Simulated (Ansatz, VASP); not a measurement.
## One calculation of Sn3Se, two programs

```
CELL_PARAMETERS angstrom
4.74188 0.00000 0.00000
0.00000 4.74188 0.00000
0.00000 0.00000 4.74188
ATOMIC_POSITIONS crystal
Sn 0.50000 0.50000 0.00000
Sn 0.50000 0.00000 0.50000
Sn 0.00000 0.50000 0.50000
Se 0.00000 0.00000 0.00000
```

Alike in both runs: task single point; functional LDA; k mesh 6 × 6 × 6; occupations fermi-dirac, width 0.05 eV; no spin polarisation.

```csv
,VASP,Ansatz
version,VASP 6.6.1,Ansatz 0.2.0
potentials or method,"VASP PAW LDA potentials, release 64 (Sn_d, Se), cutoff 520 eV","all-electron LAPW, scalar-relativistic"
```

```csv
,VASP,Ansatz,Ansatz less VASP
gap on the k mesh at the Fermi level (eV),none,none,-
pressure (GPa),-3.9,-3.9,-0.01
```

A gap of «none» marks a metal or a gap that the smearing closes. Ansatz ran all-electron here, so the differences hold the error of VASP's frozen core and of both bases.
